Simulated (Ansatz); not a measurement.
# Na: how the settings move a single-point run

Aim: see which settings change the result for Na, by how much, and at what cost.

Computed with Ansatz 0.2.0 (reference: DFT, PBE, PAW with Ansatz's default frozen-core files, scalar-relativistic, unless a step's input says otherwise).

## 1. The starting structure

Symmetry: Im-3m, No. 229, cubic system. Conventional cell: a = 4.263 Å, b = 4.263 Å, c = 4.263 Å, α = 90.00°, β = 90.00°, γ = 90.00°. Na (site symmetry m-3m) is surrounded by 8 Na at 3.69 Å.

Structure file:

```
CELL_PARAMETERS angstrom
-2.13152 2.13152 2.13152
2.13152 -2.13152 2.13152
2.13152 2.13152 -2.13152
ATOMIC_POSITIONS crystal
Na 0.00000 0.00000 0.00000
```

## 2. Reference

Input file input.yaml:

```yaml
crystal:
  lattice:
    - [-2.1315235875, 2.1315235875, 2.1315235875]
    - [2.1315235875, -2.1315235875, 2.1315235875]
    - [2.1315235875, 2.1315235875, -2.1315235875]
  atoms:
    - { symbol: Na, position: [0.0, 0.0, 0.0] }
kpoints:
  mp_grid: { grid: [11, 11, 11] }
scf:
  occupations: { method: fermi_dirac, width: 0.03 }
hamiltonian:
  xc: pbe
  pseudopotentials: { kind: paw }
output:
  forces: true
  stress: true
  eigenvalues: true
  efg: { contact_densities: true }
```

Launch:

```console
ansatz run input.yaml --threads 1 --pin off --max-ram 2048MiB --backend cpu --events-out ev --progress --plain --runs-dir out
```

## 3. Changing settings: lower_state_search full, preconditioner local_kerker

Changes to input.yaml since step 2:

```diff
@@ -11,2 +11,4 @@
   occupations: { method: fermi_dirac, width: 0.03 }
+  lower_state_search: full
+  mixing: { preconditioner: local_kerker }
 hamiltonian:
```

**Question.** What will these runs give? Wanted: for each run, ending; energy change; pressure; gap; force.

As calculated:

| run | ending | energy change | pressure (GPa) | gap (eV) | force (eV/Å) | cycles | time |
| --- | --- | --- | --- | --- | --- | --- | --- |
| reference | converged | 0 | -0.3 | 0.00 | 0.00 | 6 | 1.5 s |
| 1: lower_state_search full, preconditioner local_kerker | converged | 0.0 meV/atom | -0.3 | 0.00 | 0.00 | 6 | 46 s |

Residual by cycle in the longest SCF loop of each run; runs are numbered as in the table. The quantity is the density residual dr2, in eV.

| cycle | reference | run 1 |
| --- | --- | --- |
| 1 | 4.2e-5 | 4.2e-5 |
| 2 | 4.4e-6 | 4.3e-6 |
| 3 | 6.2e-7 | 1.3e-6 |
| 4 | 5.4e-8 | 8.4e-8 |
| 5 | 1.8e-9 | 5.8e-9 |
| 6 | 9.0e-12 | 4.6e-10 |

What this shows: The changed input (search for lower states and mixing) leaves the energy the same to the digits printed. Cost: 46 s against 1.5 s.
